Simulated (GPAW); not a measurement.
Runs of GPAW 26.7.0 on GaN. It takes space group F-43m (No. 216, cubic). The conventional cell has a = 4.507 Å, b = 4.507 Å, c = 4.507 Å, α = 90.00°, β = 90.00°, γ = 90.00°. Around Ga (site symmetry -43m) lie 4 N at 1.95 Å. Around N (site symmetry -43m) lie 4 Ga at 1.95 Å. The cell is a database's computed one.

```csv
task,level,potentials or basis,cell,k mesh,cutoff (eV),smearing,maxiter,k mesh for the Wannier functions,dis froz max,extra bands,num iter,other keys,mesh quality,gap on the mesh (eV),pressure (GPa)
single point,RPBE,"the program's PAW data sets (release 1.2.1) made for this functional, pw",volume scaled by 0.96,8 × 8 × 8,600,fermi-dirac 0.01 eV,150,-,-,-,-,-,not flagged,2.10,(b)
single point,PBE,"PAW data sets generated in the run's folder for this functional, pw",as given,8 × 8 × 8,650,fermi-dirac 0.01 eV,150,-,-,-,-,-,not flagged,1.83,9.6
wannier90,LDA,"PAW data sets generated in the run's folder for this functional, pw",as given,10 × 10 × 10,800,fermi-dirac 0.05 eV,75,4 × 4 × 4,0.5,8,500,"several, not listed",not flagged,1.88,0.8
wannier90,PBE,"GPAW PAW data sets (gpaw-data 1.2.1), pw",as given,10 × 10 × 10,800,fermi-dirac 0.05 eV,150,6 × 6 × 6,2,8,0,-,not flagged,(a),12.6
```

Alike in all rows: no spin polarisation.

Task: Fill in the values left out.

Result: (a) 1.84; (b) 22.2.

Caveats: the cutoff is short for stress and forces, so pressures can be off by a GPa or more (some runs); in doubt: disentanglement not converged (some runs); the Wannier interpolation is poor (some runs).

A k mesh can miss the band edges, and the runs leave out spin-orbit coupling on Ga.
